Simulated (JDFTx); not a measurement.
CuO, 2 atoms in the cell. The structure is cubic, space group Pm-3m (No. 221). Conventional cell: a = 2.553 Å, b = 2.553 Å, c = 2.553 Å, α = 90.00°, β = 90.00°, γ = 90.00°. Around Cu (site symmetry m-3m) lie 8 O at 2.21 Å. O (site symmetry m-3m) has 8 Cu at 2.21 Å as nearest neighbours. Measurements of this composition are mostly on another form, of space group No. 15.

```yaml
Program: JDFTx 1.7.0 (patched build)
Task: band structure
Functional: PBE
Potentials_or_basis: PseudoDojo-SR-PBE-0.5-standard with smoothed tails
Cutoff: 1252 eV
Density_cutoff: 10014 eV
k_mesh: 10 × 10 × 10
Occupations: fermi-dirac, width 0.05 eV
Spin: no spin polarisation
Hubbard_terms: Cu d U = 1 eV
Band_ratio_of_the_Davidson_solver: 1.3
Local_potential_set_to_-Z/r_beyond: 6 bohr
Density_cutoff_over_wavefunction_cutoff: 8
Max_SCF_steps: 30
SCF_threshold_on_the_energy: 1e-06 Ha
Solver_of_the_electrons: minimize
Further_solve_for_the_empty_bands: no
Start: density of an earlier self-consistent run, held fixed
Path: G-X-M-G-R-X-M-R
Hubbard_projectors: atomic pseudo-orbitals, not orthogonalised
```

Potentials or basis: PseudoDojo-SR-PBE-0.5-standard with smoothed tails.

Command:

```console
$ jdftx -c 1 -i bands.in -o bands.out
```

Hardware: 1 thread of Arm Neoverse V1, with other jobs on the host.

**Question.** How long does it take, and how much memory?

**Answer.** It took 11 s on 1 thread of Arm Neoverse V1, on a shared host, peak memory 0.09 GiB. Counts: scf iterations 0, bands 19, plane waves 1673.
